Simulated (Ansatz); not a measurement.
Crystal: Co, fcc type, 1 atom in the cell.

These are results of Ansatz, r²SCAN, plane waves, PAW datasets (generated hard set), not measurements.

Cutoff 700 eV; k-mesh 17×17×17 Γ-centred; Fermi–Dirac smearing of 0.1 eV; no spin polarisation.

```tsv
V (Å³/atom)	a (Å)	E − E(min) (meV/atom)	P (GPa)
9.488	3.3606	19.06	15.21
9.798	3.3967	0.19	4.65
10.107	3.4321	0.00	-4.18
10.416	3.4668	15.41	-11.56
10.726	3.5008	43.87	-17.73
```

**Question.** Fit a third-order Birch–Murnaghan equation of state to the energies.

**Answer.** V₀ = 9.954 Å³/atom (a₀ = 3.415 Å), B₀ = 283 GPa, B₀′ = 4.76.

The stress includes the program's correction for the finite plane-wave basis.

This cubic structure is a model: it isn't the usual form of the substance at ambient conditions, and such phases are metastable or hypothetical. The real material is magnetic: without spin this is a model state, and volume, stiffness and gap can lie far from those of the magnetic ground state. Potentials made with PBE were used with another functional.
